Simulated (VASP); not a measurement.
All cells: G0W0@PBE in VASP with _GW potentials, real axis with 200 points, bands to about 270 eV, response cutoff 180 eV, meshes of 6×6×6 or like density, handbook lattice constants, no spin-orbit coupling; edges are sought among the points solved (high-symmetry points and, for some cells, the mesh's band edge), and the crystal's can lie elsewhere. Band sums and response are cut, so the gaps aren't at their basis limit.

Q: Order these cells by the electronic dielectric constant on this mesh, smallest first.
A.
```xyz
2
Lattice="0.0000 2.3885 2.3885 2.3885 0.0000 2.3885 2.3885 2.3885 0.0000" Properties=species:S:1:pos:R:3 pbc="T T T"
B     0.0000    0.0000    0.0000
As    1.1943    1.1943    1.1943
```
B.
```
Si
1.0
     0.00000    2.71550    2.71550
     2.71550    0.00000    2.71550
     2.71550    2.71550    0.00000
Si
2
Direct
  0.00000 0.00000 0.00000
  0.25000 0.25000 0.25000
```
C.
```
B P
1.0
     0.00000    2.26900    2.26900
     2.26900    0.00000    2.26900
     2.26900    2.26900    0.00000
B P
1 1
Direct
  0.00000 0.00000 0.00000
  0.25000 0.25000 0.25000
```

A: C (9.8), A (10.6), B (15.3).

Coarse meshes can put the dielectric constant off by a tenth and more.
